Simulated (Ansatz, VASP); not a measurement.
# One calculation of Sb2Se, two programs

```xyz
6
Lattice="0.0000 4.7333 4.7333 4.7333 0.0000 4.7333 4.7333 4.7333 0.0000" Properties=species:S:1:pos:R:3 pbc="T T T"
Sb    5.9166    5.9166    5.9166
Sb    3.5500    3.5500    5.9166
Sb    3.5500    5.9166    3.5500
Sb    5.9166    3.5500    3.5500
Se    0.0000    0.0000    0.0000
Se    2.3666    2.3666    2.3666
```

Alike in both runs: task relaxation of cell and atoms; functional PBE; k mesh 4 × 4 × 4; occupations gaussian, width 0.1 eV; no spin polarisation.

```csv
,VASP,Ansatz
version,VASP 6.6.1,Ansatz 0.2.0
potentials or method,"VASP PAW PBE potentials, release 64 (Sb, Se)","scalar-relativistic, plane waves, PAW"
plane-wave cutoff (eV),600,420
valence electrons in the cell,32,92
```

Ansatz gave:

```
gap on the k mesh at the Fermi level, each at its own relaxed structure (eV) : none
relaxed volume (Å³/atom)                                                     : 27.15
relaxed cell length with the largest relative difference (Å)                 : 6.130
energy change over the relaxation (meV/atom)                                 : -249
```

Q: Estimate VASP's values.

A: gap on the k mesh at the Fermi level, each at its own relaxed structure (eV): none; relaxed volume (Å³/atom): 27.11; relaxed cell length with the largest relative difference (Å): 6.127; energy change over the relaxation (meV/atom): -253.

A gap of «none» marks a metal or a gap that the smearing closes. The two sets of potentials don't hold the same shells in valence.

Caveats: the volume moved by over 15 % at a fixed basis, so the end points are rough (VASP). The runs have no spin-orbit coupling, so splittings on Sb are missing.
